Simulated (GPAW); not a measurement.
The system is SiC (Moissanite).

```
Si C
1.0
     3.07600    0.00000    0.00000
    -1.53800    2.66389    0.00000
     0.00000    0.00000    5.04800
Si C
2 2
Direct
  0.66667 0.33333 0.50000
  0.33333 0.66667 0.00000
  0.66667 0.33333 0.88500
  0.33333 0.66667 0.38500
```

| Property | Result |
| --- | --- |
| Program | GPAW 26.7.0 |
| Task | relaxation of cell and atoms |
| Functional | PBEsol |
| Dispersion | D3 |
| Potentials or basis | PAW data sets generated in the run's folder for this functional |
| Cutoff | 800 eV |
| Basis | pw |
| k mesh | 7 × 7 × 4 |
| Occupations | fermi-dirac, width 0.05 eV |
| Spin | no spin polarisation |

At the start: pressure -0.2 GPa; volume 10.34 Å³/atom.

Where does the relaxation end?

Over 6 steps the energy falls by 9.0 meV/atom and the volume is 10.32 Å³/atom (-0.2 %); space group P6_3mc (No. 186, to 0.05 Å).

Step by step:
| step | energy change (eV) | largest force (eV/Å) | pressure (GPa) | volume (Å³) |
| --- | --- | --- | --- | --- |
| 1 | 0.0000 | 0.7517 | -0.15 | 41.36 |
| 2 | -0.0259 | 0.4107 | -0.32 | 41.36 |
| 3 | -0.0356 | 0.0458 | -0.29 | 41.34 |
| 4 | -0.0358 | 0.0053 | -0.26 | 41.33 |
| 5 | -0.0358 | 0.0088 | -0.21 | 41.32 |
| 6 | -0.0359 | 0.0067 | 0.04 | 41.28 |

Final structure:
```cif
data_structure
_symmetry_space_group_name_H-M 'P 1'
_symmetry_Int_Tables_number 1
_cell_length_a 3.0745
_cell_length_b 3.0745
_cell_length_c 5.0425
_cell_angle_alpha 90.000
_cell_angle_beta 90.000
_cell_angle_gamma 120.000
_cell_volume 41.28
loop_
_atom_site_label
_atom_site_type_symbol
_atom_site_fract_x
_atom_site_fract_y
_atom_site_fract_z
_atom_site_occupancy
Si1 Si 0.66667 0.33333 0.50449 1
Si2 Si 0.33333 0.66667 0.00449 1
C1 C 0.66667 0.33333 0.88051 1
C2 C 0.33333 0.66667 0.38051 1
```

Caveat: later steps reuse the first step's grids.
